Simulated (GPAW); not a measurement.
Crystal: HfC.

```
Hf C
1.0
     0.00000    2.32500    2.32500
     2.32500    0.00000    2.32500
     2.32500    2.32500    0.00000
Hf C
1 1
Cartesian
  2.3250 2.3250 2.3250
  0.0000 0.0000 0.0000
```

Base run:

```yaml
Program: GPAW 26.7.0
Functional: RPBE
Potentials_or_basis: the program's PAW data sets (release 1.2.1) made for this functional
Cutoff: 800 eV
Basis: pw
k_mesh: 10 × 10 × 10
Occupations: fermi-dirac, width 0.05 eV
Spin: no spin polarisation
```

Its results: band gap on the k mesh none (metal or under the smearing width); pressure 5.7 GPa.

Problem. After a change of settings the same cell gave: band gap on the k mesh none (metal or under the smearing width); pressure -11.3 GPa. Which change was it?
A. functional from RPBE to BLYP; potentials or basis from the program's PAW data sets (release 1.2.1) made for this functional to PAW data sets generated in the run's folder for this functional
B. functional from RPBE to LDA
C. functional from RPBE to revPBE
D. functional from RPBE to AM05; potentials or basis from the program's PAW data sets (release 1.2.1) made for this functional to PAW data sets generated in the run's folder for this functional

Solution. B.

LDA binds more tightly than RPBE, so the same cell stands under less pressure.

Runs at the PBE level aren't shown here.
